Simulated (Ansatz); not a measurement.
# HfS2: the cost of one run

Program: Ansatz 0.2.0. G0W0, plane waves. Calculated at 0 K for a non-magnetic cell.

### Step 1. The structure to begin with

The cell was relaxed beforehand with r2SCAN+rVV10.

Space group P-3m1 (No. 164), trigonal; a = 3.630 Å, c = 5.879 Å in the conventional setting, 22.36 Å³ an atom. Hf has 6 S at 2.54 Å; S has 3 Hf at 2.54 Å.

Structure file:

```cif
data_structure
_symmetry_space_group_name_H-M 'P 1'
_symmetry_Int_Tables_number 1
_cell_length_a 3.6302
_cell_length_b 3.6302
_cell_length_c 5.8787
_cell_angle_alpha 90.000
_cell_angle_beta 90.000
_cell_angle_gamma 120.000
_cell_volume 67.09
loop_
_atom_site_label
_atom_site_type_symbol
_atom_site_fract_x
_atom_site_fract_y
_atom_site_fract_z
_atom_site_occupancy
Hf1 Hf 0.00000 0.00000 0.00000 1
S1 S 0.66667 0.33333 0.75538 1
S2 S 0.33333 0.66667 0.24462 1
```

### Step 2. 109 empty bands, 80 eV

input.yaml

```yaml
crystal:
  lattice:
    - [3.6302450469, 0.0, 0.0]
    - [-1.8151225234, 3.1438844326, 0.0]
    - [0.0, 0.0, 5.878706286]
  atoms:
    - { symbol: Hf, position: [0.0, 0.0, 0.0] }
    - { symbol: S, position: [0.6666666667, 0.3333333333, 0.7553800775] }
    - { symbol: S, position: [0.3333333333, 0.6666666667, 0.2446199225] }
kpoints:
  mp_grid: { grid: [6, 6, 2] }
hamiltonian:
  xc: pbe
scf:
  occupations: { method: fixed }
gw:
  n_empty_bands: 109
  ecut_chi: 80
  qp_bands: [v2, c2]
  qp_kpoints: band_edges
  screening: { model: contour_deformation }
```

Started as:

```sh
> ansatz run input.yaml --threads 4 --pin off --max-ram 5529MiB --backend cpu --events-out ev --progress --plain --runs-dir out
```

**Question.** How long does this run take on 4 threads of Arm Neoverse V1, shared host, and how much memory does it need?

About 18 s, with a peak of 0.44 GiB.
